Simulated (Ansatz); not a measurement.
Lu, DFT, PBE, all-electron LAPW, scalar-relativistic (Ansatz 0.2.0), run on 1 thread of AMD EPYC 9R45 96-Core Processor (Zen 5) on a shared host.

The structure comes from a relaxation in the same program, started in the bcc type. Whether it is a known phase or the ground state wasn't checked. The listed cell was then made from it by scaling, straining or moving an atom.

Command: `ansatz run input.yaml --threads 1 --pin off --max-ram 2048MiB --backend cpu --events-out ev --progress --plain --runs-dir out`

```yaml
crystal:
  lattice:
    - [-1.9104979226, 1.9104979226, 1.9104979226]
    - [1.9104979226, -1.9104979226, 1.9104979226]
    - [1.9104979226, 1.9104979226, -1.9104979226]
  atoms:
    - { symbol: Lu, position: [0.0, 0.0, 0.0] }
kpoints:
  mp_grid: { grid: [15, 15, 15] }
scf:
  occupations: { method: fermi_dirac, width: 0.08 }
hamiltonian:
  xc: pbe
  pseudopotentials: { kind: all_electron, lapw: { basis_error: 0.0005 } }
output:
  forces: true
  stress: true
  eigenvalues: true
```

(1) How large is the problem that the program sets up?

(2) About how long does it take, and how much memory does it use?

(3) And the same cell and mesh by crystal-made all-electron datasets, asked for forces, stress, eigenvalues, efg, on the same hardware?

## Answers

(1) 120 irreducible k-points, 177 plane waves at Γ, 22 bands.

(2) 5.7 s of wall time for 8 SCF iterations, with a peak of 0.38 GiB. Times on shared machines scatter by tens of per cent.

(3) 5.3 s, peak memory 0.51 GiB.
